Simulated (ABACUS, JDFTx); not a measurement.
## NaI: 8 runs at one level of theory

```
I Na
1.0
     0.00000    3.23640    3.23640
     3.23640    0.00000    3.23640
     3.23640    3.23640    0.00000
I Na
1 1
Direct
  0.50000 0.50000 0.50000
  0.00000 0.00000 0.00000
```

Alike in all runs: task single point; functional PBE; k mesh 5 × 5 × 5; occupations fermi-dirac, width 0.05 eV; no spin polarisation; no spin-orbit coupling. Pressure is positive in compression and, in plane waves, holds the error of the finite cutoff.

```tsv
program and potentials	plane-wave cutoff (eV)	notes	pressure (GPa)
JDFTx, PseudoDojo-SR-PBE-0.5-standard	1197	8 valence electrons an atom on average	0.42
ABACUS, Ansatz NC PBE, plane waves	1211	8 valence electrons an atom on average	0.42
ABACUS, GBRV ultrasoft 1.5 PBE, plane waves	544	8 valence electrons an atom on average	0.48
ABACUS, PseudoDojo NC SR 0.5 PBE standard, plane waves	1211	8 valence electrons an atom on average	0.42
ABACUS, SG15 ONCV 1.2 PBE, plane waves	1211	13 valence electrons an atom on average	0.44
ABACUS, PseudoDojo NC SR 0.4.1 PBE standard, plane waves	1211	8 valence electrons an atom on average	0.43
ABACUS, PseudoDojo NC SR 0.5 PBE stringent, plane waves	1537	17 valence electrons an atom on average	0.40
ABACUS, SPMS ONCV 1.0 PBE, plane waves	1211	8 valence electrons an atom on average	0.53
```

The pressure spans 0.40 (ABACUS, PseudoDojo NC SR 0.5 PBE stringent, plane waves) to 0.53 GPa (ABACUS, SPMS ONCV 1.0 PBE, plane waves). The k mesh is coarse, so the values compare programs but aren't converged.

Differences between rows come from potentials, basis sets and numerical settings, since the functional is the same but for its coding. Runs on potential files found faulty are left out.
